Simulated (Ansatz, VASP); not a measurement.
This is a calculation of TePb for Ansatz 0.2.0. 

File input.yaml:

```yaml
crystal:
  lattice:
    - [0.0, 3.231, 3.231]
    - [3.231, 0.0, 3.231]
    - [3.231, 3.231, 0.0]
  atoms:
    - { symbol: Pb, position: [0.0, 0.0, 0.0] }
    - { symbol: Te, position: [0.5, 0.5, 0.5] }
hamiltonian:
  xc: rpbe
  pseudopotentials: { kind: paw }
kpoints:
  mp_grid: { grid: [7, 7, 7] }
scf:
  occupations: { method: gaussian, width: 0.1 }
output:
  forces: true
  stress: true
  eigenvalues: true
```

Potentials or basis: Ansatz PAW.

Launch:

```sh
$ ansatz run input.yaml --threads 2 --pin off --max-ram 5632MiB --backend cpu --events-out ev --progress --plain --runs-dir out
```

Problem. What does the same run look like in VASP 6.6.1? Potentials or basis there: PBE PAW files Pb_d, Te, 520 eV.

Solution. As run (cutoffs and basis follow the program's own potentials, and thresholds, step limits or extra output files can differ):

The input INCAR:

```
  ALGO = Normal
  EDIFF = 1E-7
  ENCUT = 520
  GGA = RP
  ISIF = 2
  ISMEAR = 0
  LASPH = T
  LCHARG = F
  LREAL = F
  LWAVE = F
  NELM = 100
  PREC = Accurate
  SIGMA = 0.1
```

KPOINTS

```
k-points
0
Gamma
  7 7 7
```

POSCAR

```
TePb
1.0
    0.0000000000      3.2310000000      3.2310000000
    3.2310000000      0.0000000000      3.2310000000
    3.2310000000      3.2310000000      0.0000000000
Pb Te
1 1
Cartesian
    0.0000000000      0.0000000000      0.0000000000
    3.2310000000      3.2310000000      3.2310000000
```

Potentials or basis: VASP PAW PBE potentials, release 64 (Pb_d, Te).

Launch:

```sh
$ cat potpaw_PBE.64/Pb_d/POTCAR potpaw_PBE.64/Te/POTCAR > POTCAR
$ mpirun -np 1 vasp_std > vasp.out
```

Both were run:

|  | Ansatz | VASP |
| --- | --- | --- |
| Pressure | 3.6 GPa | 3.6 GPa |

Ansatz's pressure holds a Pulay term of +0.02 GPa for its cutoff of 420 eV, which the other run lacks.

The potentials hold 30 and 20 valence electrons a cell.

Ansatz's potentials were made for PBE. VASP's potentials were made for PBE.

Where Ansatz's input types no cutoff or centring, it takes its own default and a Γ-centred mesh.

Pressure is positive in compression.
